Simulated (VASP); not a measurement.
The system is NbC (Niobocarbide).

```
CELL_PARAMETERS angstrom
0.00000 2.23455 2.23455
2.23455 0.00000 2.23455
2.23455 2.23455 0.00000
ATOMIC_POSITIONS crystal
Nb 0.00000 0.00000 0.00000
C 0.50000 0.50000 0.50000
```

* Program: VASP 6.6.1
* Task: relaxation of cell and atoms
* Functional: PBEsol
* Potentials or basis: VASP PAW PBE potentials, release 64 (Nb_sv, C)
* Cutoff: 600 eV
* k mesh: 14 × 14 × 14
* Occupations: methfessel-paxton, width 0.1 eV
* Spin: no spin polarisation

At the start: pressure -4.5 GPa; volume 11.16 Å³/atom.

Question: Where does the relaxation end?

Answer: Over 3 steps the energy falls by 2.3 meV/atom and the volume is 11.00 Å³/atom (-1.4 %); space group Fm-3m (No. 225, to 0.05 Å).

The path:
```
step  energy change (eV)  largest force (eV/Å)  pressure (GPa)  volume (Å³)
   1              0.0000                0.0000           -4.55        22.32
   2              0.0180                0.0000           10.80        21.31
   3             -0.0046                0.0000           -0.07        22.00
```

Final structure:
```
Nb C
1.0
     0.00000    2.22392    2.22392
     2.22392    0.00000    2.22392
     2.22392    2.22392    0.00000
Nb C
1 1
Direct
  0.00000 0.00000 0.00000
  0.50000 0.50000 0.50000
```

Caveat: the PAW data sets were made with another functional, which shifts forces and pressure a little.
